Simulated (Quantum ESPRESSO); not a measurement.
Rb, 1 atom in the cell. It takes space group Im-3m (No. 229, cubic). The conventional cell has a = 5.605 Å, b = 5.605 Å, c = 5.605 Å, α = 90.00°, β = 90.00°, γ = 90.00°. 

| Property | Result |
| --- | --- |
| Program | Quantum ESPRESSO 7.5 |
| Task | phonons |
| Functional | PBEsol |
| Potentials or basis | GBRV 1.5 PBEsol |
| Cutoff | 612 eV |
| Density cutoff | 4898 eV |
| k mesh | 7 × 7 × 7 |
| Occupations | cold, width 0.2 eV |
| Spin | no spin polarisation |
| Target pressure | 20 GPa |
| Mixing beta | 0.5 |
| Most SCF iterations | 120 |
| SCF threshold | 2e-10 Ry |

Potentials or basis: GBRV 1.5 PBEsol.

Run with:

```bash
$ OMP_NUM_THREADS=1 pw.x -in pw.in > pw.out
$ OMP_NUM_THREADS=1 pw.x -in relax.in > relax.out
$ OMP_NUM_THREADS=1 pw.x -in scf2.in > scf2.out
$ OMP_NUM_THREADS=1 ph.x -in ph.in > ph.out
```

Hardware: 1 thread of Arm Neoverse V2, with other jobs on the host.

Problem. How long does it take, and how much memory?

Solution. Run time: 2.4 min on 1 thread of Arm Neoverse V2, with other jobs on the host, peak memory 0.28 GiB. Counts: scf iterations 93, k pools 1, bands 10, ion steps 9, k points 20, g dense 68563.
